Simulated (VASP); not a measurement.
Ga2O3:

```xyz
10
Lattice="2.4870 1.4359 4.5258 -2.4870 1.4359 4.5258 0.0000 -2.8717 4.5258" Properties=species:S:1:pos:R:3 pbc="T T T"
Ga    0.0000    0.0000    8.7969
Ga    0.0000    0.0000   11.5693
Ga    0.0000    0.0000    2.0082
Ga    0.0000    0.0000    4.7806
O     0.9642   -1.4359    5.6573
O     1.7256    0.1171    7.9202
O    -1.7256   -0.1171    5.6573
O     0.7614    1.5530    5.6573
O    -0.7614   -1.5530    7.9202
O    -0.9642    1.4359    7.9202
```

The cell is a database's computed one.

```yaml
Program: VASP 6.6.1
Task: relaxation of cell and atoms
Functional: PBEsol
Potentials_or_basis: VASP PAW PBE potentials, release 64 (Ga_d, O)
Cutoff: 600 eV
k_mesh: 2 × 2 × 2
Occupations: gaussian, width 0.02 eV
Spin: no spin polarisation
```

At the start: pressure 0.6 GPa; volume 9.70 Å³/atom.

Q: How do energy, volume and symmetry change on relaxing?

A: Over 7 steps the energy falls by 5.9 meV/atom and the volume is 9.70 Å³/atom (+0.1 %); space group R-3c (No. 167, to 0.05 Å).

Step by step:
```
step  energy change (eV)  largest force (eV/Å)  pressure (GPa)  volume (Å³)
   1              0.0000                0.4820            0.61        96.97
   2             -0.0377                0.2275           -0.77        97.49
   3             -0.0484                0.0928           -2.00        98.00
   4             -0.0529                0.0954            1.75        96.28
   5             -0.0576                0.0563            0.12        96.99
   6             -0.0585                0.0110           -0.11        97.06
   7             -0.0585                0.0063           -0.06        97.05
```

Final structure:
```yaml
crystal:
  lattice:
    - [2.50227, 1.44469, 4.47435]
    - [-2.50227, 1.44469, 4.47435]
    - [0.00000, -2.88938, 4.47435]
  atoms:
    - { symbol: Ga, position: [0.64403, 0.64403, 0.64403] }
    - { symbol: Ga, position: [0.85597, 0.85597, 0.85597] }
    - { symbol: Ga, position: [0.14403, 0.14403, 0.14403] }
    - { symbol: Ga, position: [0.35597, 0.35597, 0.35597] }
    - { symbol: O, position: [0.44656, 0.05344, 0.75000] }
    - { symbol: O, position: [0.94656, 0.25000, 0.55344] }
    - { symbol: O, position: [0.05344, 0.75000, 0.44656] }
    - { symbol: O, position: [0.75000, 0.44656, 0.05344] }
    - { symbol: O, position: [0.25000, 0.55344, 0.94656] }
    - { symbol: O, position: [0.55344, 0.94656, 0.25000] }
```

Caveat: the k mesh is coarse (spacing up to 0.77 Å⁻¹), so the values aren't converged; the PAW data sets were made with another functional, which shifts forces and pressure a little.
